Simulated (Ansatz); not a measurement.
Runs of Ansatz 0.2.0 on P. The structure is trigonal, space group R-3m (No. 166). The conventional cell has a = 3.451 Å, b = 3.451 Å, c = 9.389 Å, α = 90.00°, β = 90.00°, γ = 120.00°. Around P (site symmetry 3m) lie 3 P at 2.29 Å. This isn't the form of P at room conditions, which is orthorhombic.

```csv
share of exact exchange,gap on the mesh (eV),pressure (GPa),largest force (eV/Å)
0.25,none,-0.8,(b)
0.05,none,1.6,0.04
0.5,none,-3.6,0.50
0.3,none,-1.4,0.25
0.15,none,0.4,0.08
0.1,none,(c),0.02
0.4,none,-2.5,0.38
0.2,none,-0.2,(a)
```

Alike in all rows: task single point; level HSE06 form with a typed share of exact exchange; potentials or basis Ansatz PAW; no spin polarisation; cell as given; k mesh 5 × 5 × 5; cutoff (eV) 420; smearing fermi-dirac 0.05 eV; the mesh is coarse, so values aren't converged.

Question: Fill in the values left out.

Answer: (a) 0.13; (b) 0.19; (c) 1.0.

Caveats: all runs use coarse meshes; the PAW data sets come from PBE, with cores solved anew for the run's functional, which leaves a small shift of forces and pressure; the thresholds are loose for stress.

A gap of «none» marks a metal or a gap under the smearing width.
